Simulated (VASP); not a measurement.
## NaCl: single point with PBE

Crystal: NaCl.

```xyz
2
Lattice="3.5022 0.0000 0.0000 0.0000 3.5022 0.0000 0.0000 0.0000 3.5022" Properties=species:S:1:pos:R:3 pbc="T T T"
Cl    1.7511    1.7511    1.7511
Na    0.0000    0.0000    0.0000
```

Measurements of this composition are mostly on another form, of space group No. 225.

```yaml
Program: VASP 6.6.1
Task: single point
Functional: PBE
Potentials_or_basis: VASP PAW PBE potentials, release 64 (Cl_GW, Na_sv_GW)
Cutoff: 450 eV
k_mesh: 4 × 4 × 4
Occupations: gaussian, width 0.02 eV
Spin: no spin polarisation
Further_INCAR_settings: ALGO = Normal; EDIFF = 1e-06; NBANDS = 15
```

* Pressure: 0.2 GPa
* Band gap on the k mesh: 3.98 eV, indirect (least direct gap 4.47 eV)

Levels at points of the mesh, in eV from the valence-band top:
```tsv
k point	band 6	band 7	band 8	band 9	band 10	band 11
(0.00, 0.00, 0.00)	-0.49	-0.49	-0.49	3.98	8.52	8.52
(0.50, 0.00, 0.00)	-2.94	-0.26	-0.26	6.91	8.57	10.40
(0.50, 0.50, 0.00)	-2.26	-2.26	0.00	5.53	9.82	11.03
(0.50, 0.50, 0.50)	-1.85	-1.85	-1.85	7.09	7.09	7.09
```

Run time: 9.3 s on 1 thread of Intel(R) Xeon(R) Platinum 8375C CPU @ 2.90GHz (Ice Lake), with other jobs on the host, peak memory 0.13 GiB.

Caveat: the k mesh is coarse (spacing up to 0.45 Å⁻¹), so the values aren't converged; the cutoff is under 1.25 times the usual one of these potentials, so pressure, stress and relaxed cells hold a basis-set (Pulay) error. A k mesh can miss the band edges.
